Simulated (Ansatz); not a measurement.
AgBr:

```
Ag Br
1.0
     0.00000    2.87015    2.87015
     2.87015    0.00000    2.87015
     2.87015    2.87015    0.00000
Ag Br
1 1
Direct
  0.00000 0.00000 0.00000
  0.50000 0.50000 0.50000
```

Base run:

| Property | Result |
| --- | --- |
| Program | Ansatz 0.2.0 |
| Functional | PBE |
| Potentials or basis | Ansatz PAW |
| Cutoff | 420 eV (not typed: the program's choice for these potentials) |
| k mesh | 8 × 8 × 8 |
| Occupations | fixed |
| Spin | no spin polarisation |

Its results: band gap on the k mesh 0.67 eV, indirect (least direct gap 2.61 eV); electronic dielectric tensor (diagonal) 6.13.

Task: The run is repeated on the same cell with these changes: functional from PBE to LDA. What comes out?

Result: Band gap on the k mesh 0.38 eV, indirect (least direct gap 2.31 eV); electronic dielectric tensor (diagonal) 6.58.

Caveats: the gap is small at this level, which inflates the dielectric constant.

A k mesh can miss the band edges.
